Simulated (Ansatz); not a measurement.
Input and command of a plane-wave DFT calculation in Ansatz:

```yaml
crystal:
  lattice:
    - [4.0082194489, 0.0, 0.0]
    - [0.0, 2.8732814687, 2.885918402]
    - [0.0, -2.8732814687, 2.885918402]
  atoms:
    - { symbol: Ba, position: [0.0, 0.0080771846, 0.0080771846] }
    - { symbol: Ti, position: [0.5, 0.5197092875, 0.5197092875] }
    - { symbol: O, position: [0.0, 0.4916268328, 0.4916268328] }
    - { symbol: O, position: [0.5, 0.4938075423, 0.9829991528] }
    - { symbol: O, position: [0.5, 0.9829991528, 0.4938075423] }
basis:
  ecutwfc: 420
kpoints:
  mp_grid: { grid: [8, 8, 8] }
  band_path:
    path:
      - [[0.0, 0.0, 0.0], [0.0, 0.5, 0.5], [0.0, 0.50218462, 0.49781538]]
      - [[0.0, 0.49781538, -0.49781538], [0.0, 0.0, 0.0], [0.5, 0.0, 0.0], [0.5, 0.49781538, -0.49781538]]
      - [[0.5, 0.50218462, 0.49781538], [0.5, 0.5, 0.5], [0.0, 0.5, 0.5]]
      - [[0.0, 0.0, 0.0], [0.0, 0.5, 0.0], [0.5, 0.5, 0.0], [0.5, 0.0, 0.0], [0.5, 0.5, 0.5]]
    npoints: 14
hamiltonian:
  xc: pbe
  hubbard: { sites: [{ species: Ti, l: d, u_eff: 4.0 }] }
scf:
  occupations: { method: gaussian, width: 0.02 }
  n_extra_bands: 12
output:
  forces: true
  stress: true
  eigenvalues: true
  populations: true
  dos: { projected: true, de: 0.02, nscf_kmesh: { grid: [12, 12, 12] } }
  bader: true
```

```bash
ansatz run input.yaml --threads 1 --pin off --max-ram 2560MiB --backend cpu --events-out ev --progress --plain --runs-dir out
```

Processor: Intel(R) Xeon(R) Processor @ 2.70GHz, 1 thread, on a host shared with other jobs.

Problem. How long does it run, and how much memory does it take?

Solution. About 2.9 min on 1 thread of Intel(R) Xeon(R) Processor @ 2.70GHz (shared host), peak memory 0.86 GiB. It solves 32 bands at 105 k points (the mesh reduced by the symmetry that the task leaves, which can be less than the crystal's) with about 1333 plane waves, in 10 SCF iterations.
